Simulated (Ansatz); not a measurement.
KF (Carobbiite) under changes of volume

One of the cells (19.074 Å³/atom); the others are scaled copies at fixed shape and fractional positions:

```xyz
2
Lattice="0.0000 2.6719 2.6719 2.6719 0.0000 2.6719 2.6719 2.6719 0.0000" Properties=species:S:1:pos:R:3 pbc="T T T"
K     0.0000    0.0000    0.0000
F     2.6719    2.6719    2.6719
```

- Program: Ansatz 0.2.0
- Functional: PBEsol
- Potentials or basis: all-electron LAPW, scalar-relativistic
- Cutoff: 220 eV (chosen from the basis error)
- Basis error allowed: 0.0005 eV/atom
- k mesh: 9 × 9 × 9
- Occupations: fermi-dirac, width 0.05 eV
- Spin: no spin polarisation

```csv
volume (Å³/atom),energy over the lowest point (meV/atom),pressure (GPa),gap on the mesh (eV)
17.929,?,?,?
18.311,0.77,0.7,6.25
18.692,0.00,0.0,6.14
19.074,0.83,-0.7,6.04
19.455,3.09,-1.2,5.94
19.837,6.60,-1.7,5.85
20.218,11.23,-2.2,5.76
```

Task: What does the run at 17.929 Å³/atom give?

Result: Energy over the lowest point 3.36 meV/atom; pressure 1.5 GPa; gap on the mesh 6.36 eV.

Worked out: A Birch-Murnaghan fit of order 3 (a polynomial in V^(-2/3)) to the other rows has its minimum at 18.68 Å³/atom with B0 = V·E''(V) = 33 GPa and B' = 4.9. It gives 3.35 meV/atom at 17.929 Å³/atom, against the run's 3.36, and -dE/dV = 1.5 GPa, against 1.5. A straight line through the other rows of the gap, of slope -4.93 eV per unit of ln V (its deformation potential), extrapolates to 6.35 eV, against the run's 6.36.

Energies are extrapolated to zero smearing.

Caveats: an odd mesh through Γ misses points on the zone boundary, where band edges often lie.
